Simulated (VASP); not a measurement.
Write the native input for VASP 6.6.1 that does the following.

```
Task                   : band structure
Functional             : PBE
Dispersion             : D3(BJ)
Potentials or basis    : VASP PAW PBE potentials, release 64 (Se, W_sv)
Cutoff                 : 520 eV
k mesh                 : 6 × 6 × 1
Occupations            : gaussian, width 0.03 eV
Spin                   : no spin polarisation
Dipole correction      : yes
Further INCAR settings : ALGO = Normal; EDIFF = 1e-06; NBANDS = 49
```

The structure of WSe2 lies in POSCAR:

```
WSe2                                    
1.0
    3.2831203080      0.0000000000      0.0000000000
   -1.6415601540      2.8432655920      0.0000000000
    0.0000000000      0.0000000000     34.3162600000
  Se              W             
     6     3
Direct
     0.3333333300000021    0.6666666699999979    0.2643483980769393
     0.3333333300000021    0.6666666699999979    0.3626802713231220
     0.6666666699999979    0.3333333300000021    0.4508878640799429
     0.6666666699999979    0.3333333300000021    0.5491121359200571
     0.3333333300000021    0.6666666699999979    0.6373197286768779
     0.3333333300000021    0.6666666699999979    0.7356516019230607
     0.6666666699999979    0.3333333300000021    0.3135238744405524
     0.3333333300000021    0.6666666699999979    0.5000000000000000
     0.6666666699999979    0.3333333300000021    0.6864761255594476
```

These files were run (other wordings do the same):

INCAR

```
ALGO     = Normal         # electronic algorithm
DIPOL    = 0.5 0.5 0.500
EDIFF    = 1E-6           # SCF threshold, eV
ENCUT    = 520            # plane-wave cutoff, eV
GGA      = PE             # functional
IDIPOL   = 3            
ISIF     = 2              # what is computed and relaxed
ISMEAR   = 0              # smearing method
IVDW     = 12             # dispersion correction
KPAR     = 4            
LASPH    = T              # aspherical terms in the spheres
LCHARG   = F              # write CHGCAR
LDIPOL   = T            
LMAXMIX  = 4              # l up to which the mixer works
LREAL    = F              # projectors in reciprocal space
LVACPOTAV= T            
LVHAR    = T            
LWAVE    = F              # write WAVECAR
NBANDS   = 49             # bands
NELM     = 80             # most SCF steps
PREC     = Accurate       # precision mode
SIGMA    = 0.03           # smearing width, eV
```

KPOINTS

```
k-points
0
Gamma
  6 6 1
```

KPOINTS_OPT

```
explicit points
3
Reciprocal
 0.0000000000  0.0000000000  0.0000000000 1
 0.5000000000  0.0000000000  0.0000000000 1
 0.3333333300  0.3333333300  0.0000000000 1
```

Potentials or basis: VASP PAW PBE potentials, release 64 (Se, W_sv).

Launch:

```bash
$ cat potpaw_PBE.64/Se/POTCAR potpaw_PBE.64/W_sv/POTCAR > POTCAR
$ mpirun -np 4 vasp_std > vasp.out
```

Results of the run:

- Largest force: 0.006 eV/Å
- Band gap on the k mesh: 1.09 eV, indirect (least direct gap 1.59 eV)
- Band gap along the path: 1.43 eV, indirect (least direct gap 1.59 eV)
- Dispersion energy per atom: -0.427 eV
- Ionisation potential of the upper face: 4.82 eV

Caveat: spin-orbit coupling is left out, which moves the levels of the heavy elements.

Run time: 72 s on 4 MPI ranks on Intel(R) Xeon(R) Platinum 8559C (Emerald Rapids) (shared host), peak memory 0.4 GiB a rank.
